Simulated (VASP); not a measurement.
# Mo (Im-3m) in VASP: settings compared, part 2 of 2

VASP 6.6.1. The steps go on from the part before.

## Step 3: Equation of state, PBE, 15.26 Å³/atom (volume scaled by 0.96)

Contents of INCAR:

```
PREC     = Accurate       # precision mode
ENCUT    = 520            # plane-wave cutoff, eV
EDIFF    = 1E-7           # SCF threshold, eV
ISMEAR   = -1             # smearing method
SIGMA    = 0.05           # smearing width, eV
LREAL    = False          # projectors in reciprocal space
LASPH    = True           # aspherical terms in the spheres
NELM     = 100            # most SCF steps
ALGO     = Normal         # electronic algorithm
ISIF     = 2              # what is computed and relaxed
LWAVE    = False          # write WAVECAR
LCHARG   = False          # write CHGCAR
GGA      = PE             # functional
NBANDS   = 13             # bands
```

Contents of KPOINTS:

```
Automatic mesh
0
Gamma
  12 12 12
```

Contents of POSCAR:

```
Mo
1.0
   -1.5624035240      1.5624035240      1.5624035240
    1.5624035240     -1.5624035240      1.5624035240
    1.5624035240      1.5624035240     -1.5624035240
Mo
1
Direct
    0.0000000000      0.0000000000      0.0000000000
```

Potentials or basis: VASP PAW PBE potentials, release 64 (Mo_sv).

Started as:

```sh
$ cat potpaw_PBE.64/Mo_sv/POTCAR > POTCAR
$ mpirun -np 1 vasp_std > vasp.out
```

Run time: 7.3 s. Hardware: 1 thread of Intel Xeon Platinum 8559C (Emerald Rapids), shared host; peak memory 0.12 GiB.

It converged, with:

```
Free energy            : -10.9345 eV
Pressure               : 10.1 GPa
Band gap on the k mesh : none (metal or under the smearing width)
```

## Step 4: Equation of state, PBE, 15.57 Å³/atom (volume scaled by 0.98)

Contents of INCAR:

```
PREC = Accurate
ENCUT = 520
EDIFF = 1E-7
ISMEAR = -1
SIGMA = 0.05
LREAL = False
LASPH = True
NELM = 100
ALGO = Normal
ISIF = 2
LWAVE = False
LCHARG = False
GGA = PE
NBANDS = 13
```

KPOINTS is that of step 3.

Contents of POSCAR:

```
Mo
1.0
   -1.5731790612      1.5731790612      1.5731790612
    1.5731790612     -1.5731790612      1.5731790612
    1.5731790612      1.5731790612     -1.5731790612
Mo
1
Direct
    0.0000000000      0.0000000000      0.0000000000
```

Started as:

```sh
$ cat potpaw_PBE.64/Mo_sv/POTCAR > POTCAR
$ mpirun -np 1 vasp_std > vasp.out
```

It took 7.3 s on 1 thread of Intel Xeon Platinum 8559C (Emerald Rapids), shared host; peak memory 0.12 GiB.

The run converged. Its results:

```yaml
Free_energy: -10.9485 eV
Pressure: 4.1 GPa
Band_gap_on_the_k_mesh: none (metal or under the smearing width)
```

## Step 5: Equation of state, PBE, 16.21 Å³/atom (volume scaled by 1.02)

Contents of INCAR:

```
SYSTEM = Mo
ALGO = Normal
EDIFF = 1E-7
ENCUT = 520
GGA = PE
ISIF = 2
ISMEAR = -1
LASPH = .True.
LCHARG = .False.
LREAL = .False.
LWAVE = .False.
NBANDS = 13
NELM = 100
PREC = Accurate
SIGMA = 0.05
```

Contents of KPOINTS:

```
k-points
0
Gamma
  12 12 12
  0 0 0
```

Contents of POSCAR:

```
Mo
1.0
   -1.5942980787      1.5942980787      1.5942980787
    1.5942980787     -1.5942980787      1.5942980787
    1.5942980787      1.5942980787     -1.5942980787
Mo
1
Direct
    0.0000000000      0.0000000000      0.0000000000
```

Started as:

```sh
$ cat potpaw_PBE.64/Mo_sv/POTCAR > POTCAR
$ mpirun -np 1 vasp_std > vasp.out
```

Wall time 7.8 s (1 thread of Intel Xeon Platinum 8559C (Emerald Rapids), shared host); peak memory 0.14 GiB.

Results (log left out):

| Property | Result |
| --- | --- |
| Free energy | -10.9437 eV |
| Pressure | -6.2 GPa |
| Band gap on the k mesh | none (metal or under the smearing width) |

## Step 6: Equation of state, PBE, 16.53 Å³/atom (volume scaled by 1.04)

Contents of INCAR:

```
SYSTEM = Mo
PREC = Accurate
ENCUT = 520
EDIFF = 1E-7
ISMEAR = -1
SIGMA = 0.05
LREAL = .False.
LASPH = .True.
NELM = 100
ALGO = Normal
ISIF = 2
LWAVE = .False.
LCHARG = .False.
GGA = PE
NBANDS = 13
```

Contents of KPOINTS:

```
regular mesh
0
Gamma
  12 12 12
  0 0 0
```

Contents of POSCAR:

```
Mo
1.0
   -1.6046509537      1.6046509537      1.6046509537
    1.6046509537     -1.6046509537      1.6046509537
    1.6046509537      1.6046509537     -1.6046509537
Mo
1
Direct
    0.0000000000      0.0000000000      0.0000000000
```

Potentials or basis: VASP PAW PBE potentials, release 64 (Mo_sv).

Started as:

```sh
$ cat potpaw_PBE.64/Mo_sv/POTCAR > POTCAR
$ mpirun -np 1 vasp_std > vasp.out
```

Run time: 7.1 s. Hardware: 1 thread of Intel Xeon Platinum 8559C (Emerald Rapids), shared host; peak memory 0.14 GiB.

The run converged. Its results:

```
Free energy            : -10.9271 eV
Pressure               : -10.6 GPa
Band gap on the k mesh : none (metal or under the smearing width)
```

## Step 7: Equation of state, PBE, 16.85 Å³/atom (volume scaled by 1.06)

Contents of INCAR:

```
SYSTEM = Mo
PREC     = Accurate       ! precision mode
ENCUT    = 520            ! plane-wave cutoff, eV
EDIFF    = 1E-7           ! SCF threshold, eV
ISMEAR   = -1             ! smearing method
SIGMA    = 0.05           ! smearing width, eV
LREAL    = .False.        ! projectors in reciprocal space
LASPH    = .True.         ! aspherical terms in the spheres
NELM     = 100            ! most SCF steps
ALGO     = Normal         ! electronic algorithm
ISIF     = 2              ! what is computed and relaxed
LWAVE    = .False.        ! write WAVECAR
LCHARG   = .False.        ! write CHGCAR
GGA      = PE             ! functional
NBANDS   = 13             ! bands
```

KPOINTS is that of step 6.

Contents of POSCAR:

```
Mo
1.0
   -1.6148719360      1.6148719360      1.6148719360
    1.6148719360     -1.6148719360      1.6148719360
    1.6148719360      1.6148719360     -1.6148719360
Mo
1
Direct
    0.0000000000      0.0000000000      0.0000000000
```

Started as:

```sh
$ cat potpaw_PBE.64/Mo_sv/POTCAR > POTCAR
$ mpirun -np 1 vasp_std > vasp.out
```

Wall time 7.5 s (1 thread of Intel Xeon Platinum 8559C (Emerald Rapids), shared host); peak memory 0.14 GiB.

The run converged. Its results:

```yaml
Free_energy: -10.9023 eV
Pressure: -14.5 GPa
Band_gap_on_the_k_mesh: none (metal or under the smearing width)
```

## Step 8: Equation of state, PBE

No new run: the results of the series are fitted here.

Results:

* Equilibrium volume: 15.81 Å³/atom
* Bulk modulus: 262 GPa
* Pressure derivative of the bulk modulus: 4.3

Energy against volume, from the lowest point:
| volume (Å³/atom) | energy (meV/atom) |
| --- | --- |
| 14.938 | 43.41 |
| 15.256 | 16.75 |
| 15.574 | 2.72 |
| 15.892 | 0.00 |
| 16.209 | 7.47 |
| 16.527 | 24.07 |
| 16.845 | 48.88 |

## Step 9: Equation of state, PBEsol, 14.94 Å³/atom (volume scaled by 0.94)

Contents of INCAR:

```
PREC = Accurate
ENCUT = 520
EDIFF = 1E-7
ISMEAR = -1
SIGMA = 0.05
LREAL = False
LASPH = True
NELM = 80
ALGO = Normal
ISIF = 2
LWAVE = False
LCHARG = False
GGA = PS
NBANDS = 13
```

Contents of KPOINTS:

```
Automatic mesh
0
Gamma
  12 12 12
```

Contents of POSCAR:

```
Mo
1.0
   -1.5514772677      1.5514772677      1.5514772677
    1.5514772677     -1.5514772677      1.5514772677
    1.5514772677      1.5514772677     -1.5514772677
Mo
1
Direct
    0.0000000000      0.0000000000      0.0000000000
```

Potentials or basis: VASP PAW PBE potentials, release 64 (Mo_sv).

Started as:

```sh
$ cat potpaw_PBE.64/Mo_sv/POTCAR > POTCAR
$ mpirun -np 1 vasp_std > vasp.out
```

Run time: 9.2 s. Hardware: 1 thread of AMD EPYC 7R13 (Zen 3), shared host; peak memory 0.09 GiB.

Results (log left out):

```
Free energy            : -11.7842 eV
Pressure               : 8.2 GPa
Band gap on the k mesh : none (metal or under the smearing width)
```

Caveat: the PAW data sets were made with another functional, which shifts forces and pressure a little.

## Step 10: Equation of state, PBEsol, 15.26 Å³/atom (volume scaled by 0.96)

INCAR is that of step 9.

KPOINTS is that of step 9.

Contents of POSCAR:

```
Mo
1.0
   -1.5624035240      1.5624035240      1.5624035240
    1.5624035240     -1.5624035240      1.5624035240
    1.5624035240      1.5624035240     -1.5624035240
Mo
1
Direct
    0.0000000000      0.0000000000      0.0000000000
```

Started as:

```sh
$ cat potpaw_PBE.64/Mo_sv/POTCAR > POTCAR
$ mpirun -np 1 vasp_std > vasp.out
```

Run time: 8.3 s. Hardware: 1 thread of AMD EPYC 7R13 (Zen 3), shared host; peak memory 0.1 GiB.

The run converged. Its results:

- Free energy: -11.7941 eV
- Pressure: 1.7 GPa
- Band gap on the k mesh: none (metal or under the smearing width)

Caveat: the PAW data sets were made with another functional, which shifts forces and pressure a little.

## Step 11: Equation of state, PBEsol, 15.57 Å³/atom (volume scaled by 0.98)

INCAR is that of step 10.

KPOINTS is that of step 10.

Contents of POSCAR:

```
Mo
1.0
   -1.5731790612      1.5731790612      1.5731790612
    1.5731790612     -1.5731790612      1.5731790612
    1.5731790612      1.5731790612     -1.5731790612
Mo
1
Direct
    0.0000000000      0.0000000000      0.0000000000
```

Started as:

```sh
$ cat potpaw_PBE.64/Mo_sv/POTCAR > POTCAR
$ mpirun -np 1 vasp_std > vasp.out
```

Run time: 8 s. Hardware: 1 thread of AMD EPYC 7R13 (Zen 3), shared host; peak memory 0.1 GiB.

The run converged. Its results:

| Quantity | Value |
| --- | --- |
| Free energy | -11.7919 eV |
| Pressure | -4.0 GPa |
| Band gap on the k mesh | none (metal or under the smearing width) |

Caveat: the PAW data sets were made with another functional, which shifts forces and pressure a little.

## Step 12: Equation of state, PBEsol, 16.21 Å³/atom (volume scaled by 1.02)

INCAR is that of step 11.

KPOINTS is that of step 11.

Contents of POSCAR:

```
Mo
1.0
   -1.5942980787      1.5942980787      1.5942980787
    1.5942980787     -1.5942980787      1.5942980787
    1.5942980787      1.5942980787     -1.5942980787
Mo
1
Direct
    0.0000000000      0.0000000000      0.0000000000
```

Potentials or basis: VASP PAW PBE potentials, release 64 (Mo_sv).

Started as:

```sh
$ cat potpaw_PBE.64/Mo_sv/POTCAR > POTCAR
$ mpirun -np 1 vasp_std > vasp.out
```

Run time: 12 s. Hardware: 1 thread of AMD EPYC 7R13 (Zen 3), shared host; peak memory 0.11 GiB.

The run converged. Its results:

```yaml
Free_energy: -11.7563 eV
Pressure: -13.8 GPa
Band_gap_on_the_k_mesh: none (metal or under the smearing width)
```

Caveat: the PAW data sets were made with another functional, which shifts forces and pressure a little.

## Step 13: Equation of state, PBEsol, 16.53 Å³/atom (volume scaled by 1.04)

INCAR is that of step 12.

KPOINTS is that of step 12.

Contents of POSCAR:

```
Mo
1.0
   -1.6046509537      1.6046509537      1.6046509537
    1.6046509537     -1.6046509537      1.6046509537
    1.6046509537      1.6046509537     -1.6046509537
Mo
1
Direct
    0.0000000000      0.0000000000      0.0000000000
```

Started as:

```sh
$ cat potpaw_PBE.64/Mo_sv/POTCAR > POTCAR
$ mpirun -np 1 vasp_std > vasp.out
```

Wall time 12 s (1 thread of AMD EPYC 7R13 (Zen 3), shared host); peak memory 0.11 GiB.

Results (log left out):

```yaml
Free_energy: -11.7250 eV
Pressure: -17.9 GPa
Band_gap_on_the_k_mesh: none (metal or under the smearing width)
```

Caveat: the PAW data sets were made with another functional, which shifts forces and pressure a little.

## Step 14: Equation of state, PBEsol, 16.85 Å³/atom (volume scaled by 1.06)

INCAR is that of step 13.

KPOINTS is that of step 13.

Contents of POSCAR:

```
Mo
1.0
   -1.6148719360      1.6148719360      1.6148719360
    1.6148719360     -1.6148719360      1.6148719360
    1.6148719360      1.6148719360     -1.6148719360
Mo
1
Direct
    0.0000000000      0.0000000000      0.0000000000
```

Started as:

```sh
$ cat potpaw_PBE.64/Mo_sv/POTCAR > POTCAR
$ mpirun -np 1 vasp_std > vasp.out
```

Wall time 13 s (1 thread of AMD EPYC 7R13 (Zen 3), shared host); peak memory 0.11 GiB.

The run converged. Its results:

```yaml
Free_energy: -11.6859 eV
Pressure: -21.6 GPa
Band_gap_on_the_k_mesh: none (metal or under the smearing width)
```

Caveat: the PAW data sets were made with another functional, which shifts forces and pressure a little.

## Step 15: Equation of state, PBEsol

Potentials or basis: VASP PAW PBE potentials, release 64 (Mo_sv).

No new run: the results of the series are fitted here.

Results:

```
Equilibrium volume                      : 15.35 Å³/atom
Bulk modulus                            : 284 GPa
Pressure derivative of the bulk modulus : 4.4
```

Energy against volume, from the lowest point:
```
volume (Å³/atom)  energy (meV/atom)
          14.938               9.86
          15.256               0.00
          15.574               2.19
          15.892              15.16
          16.209              37.82
          16.527              69.12
          16.845             108.17
```

Caveat: the PAW data sets were made with another functional, which shifts forces and pressure a little.
